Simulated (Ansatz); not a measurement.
## CuI under changes of volume

One of the cells (27.401 Å³/atom); the others are scaled copies at fixed shape and fractional positions:

```
CELL_PARAMETERS angstrom
4.09020 0.00000 0.00000
0.00000 4.09020 0.00000
0.00000 0.00000 6.55146
ATOMIC_POSITIONS crystal
I 0.00000 0.50000 0.74303
I 0.50000 0.00000 0.25697
Cu 0.00000 0.00000 0.00000
Cu 0.50000 0.50000 0.00000
```

Measurements of this composition are mostly on another form, of space group No. 216.

```yaml
Program: Ansatz 0.2.0
Functional: LDA
Potentials_or_basis: all-electron LAPW, scalar-relativistic
Cutoff: 255 eV (chosen from the basis error)
Basis_error_allowed: 0.002 eV/atom
k_mesh: 7 × 7 × 4
Occupations: fermi-dirac, width 0.05 eV
Spin: no spin polarisation
```

| volume (Å³/atom) | energy over the lowest point (meV/atom) | pressure (GPa) | gap on the mesh (eV) | largest force (eV/Å) |
| --- | --- | --- | --- | --- |
| 25.757 | 0.00 | -0.8 | 1.52 | 0.072 |
| 26.305 | 4.49 | -1.8 | 1.48 | 0.133 |
| 26.853 | ? | ? | ? | ? |
| 27.401 | 23.22 | -3.6 | 1.41 | 0.490 |
| 27.949 | 36.66 | -4.3 | 1.38 | 0.645 |
| 28.497 | 52.36 | -4.9 | 1.35 | 0.786 |
| 29.045 | 70.03 | -5.4 | 1.32 | 0.914 |

What does the run at 26.853 Å³/atom give?

Energy over the lowest point 12.37 meV/atom; pressure -2.8 GPa; gap on the mesh 1.44 eV; largest force 0.320 eV/Å.

Worked out: A Birch-Murnaghan fit of order 3 (a polynomial in V^(-2/3)) to the other rows has its minimum at 25.40 Å³/atom, just outside them, with B0 = V·E''(V) = 57 GPa and B' = 5.2 at fixed shape and positions, which overstates the stiffness. It gives 12.37 meV/atom at 26.853 Å³/atom, against the run's 12.37, and -dE/dV = -2.8 GPa, against -2.8. A straight line through the other rows of the gap, of slope -1.66 eV per unit of ln V (its deformation potential), gives 1.45 eV, against the run's 1.44.

Energies are extrapolated to zero smearing.

Caveats: spin-orbit coupling is left out, which moves the levels of the heavy elements.
